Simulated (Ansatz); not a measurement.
A crystal relaxed with r2SCAN in Ansatz has space group Fm-3m (No. 225) and a = 5.696 Å.

| atom | site | x | y | z |
| --- | --- | --- | --- | --- |
| Xx | 4a | 0.0000 | 0.0000 | 0.0000 |
| S | 4b | 0.5000 | 0.0000 | 0.0000 |

With r2SCAN the valence top lies at Γ and the conduction bottom at X, 2.80 eV higher; the smallest vertical gap, at X, is 3.63 eV. With HSE06 the valence top lies at Γ and the conduction bottom at X, 3.41 eV higher; the smallest vertical gap, at X, is 4.32 eV. The PBE gap is indirect, 2.36 eV (Γ to X), below the direct gap of 3.17 eV at X. Meshes: r2SCAN 8×8×8, HSE06 6×6×6, PBE 8×8×8. r2SCAN's ε∞ is 4.6 in all directions.

Question: Which element is Xx?
A. Ba
B. Be
C. Ca
D. Mg

Answer: C. Xx is Ca: CaS in the rocksalt structure. Ca has 6 S at 2.85 Å; S has 6 Ca at 2.85 Å.

No spin polarisation and no zero-point or thermal motion.

The meshes of the hybrids are coarse, so their gaps aren't converged to the digits shown.
